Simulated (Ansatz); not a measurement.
## Moving the dispersion correction in GaN

The cell as given:

```yaml
crystal:
  lattice:
    - [0.00000, 2.25350, 2.25350]
    - [2.25350, 0.00000, 2.25350]
    - [2.25350, 2.25350, 0.00000]
  atoms:
    - { symbol: Ga, position: [0.00000, 0.00000, 0.00000] }
    - { symbol: N, position: [0.25000, 0.25000, 0.25000] }
```

The cell is a database's computed one, not the measured one.

Kept alike: task relaxation of cell and atoms; functional PBEsol; k mesh 10 × 10 × 10; occupations fermi-dirac, width 0.05 eV; no spin polarisation. Program: Ansatz, Ansatz PAW, cutoff 420 eV. The mesh is that of the run's cell of 2 atoms. No spin-orbit coupling.

```csv
dispersion correction,band gap (eV),volume (Å³/atom)
D3(BJ),1.807,11.187
D3(BJ)-ATM,1.789,11.218
D4,1.808,11.184
none,1.702,11.377
```

Gaps hold for each row's own relaxed cell. The relaxations keep at least the cell's symmetry (F-43m). Relaxations stop with a little pressure left, so the last digits of a volume or edge aren't settled. Ansatz's relaxations hold a Pulay term in the stress (up to 0.5 GPa here). A gap read on the mesh alone can miss an edge between its points. All rows use potentials made for PBE.

**Question.** What does the dispersion correction change here?

**Answer.** The band gap runs from 1.702 (none) to 1.808 eV (D4). The volume runs from 11.184 (D4) to 11.377 Å³/atom (none). Against no correction: D3(BJ) -1.7 %; D3(BJ)-ATM -1.4 %; D4 -1.7 %. Dispersion terms mostly attract and so lower the volume; the schemes' coefficients and damping set how far.
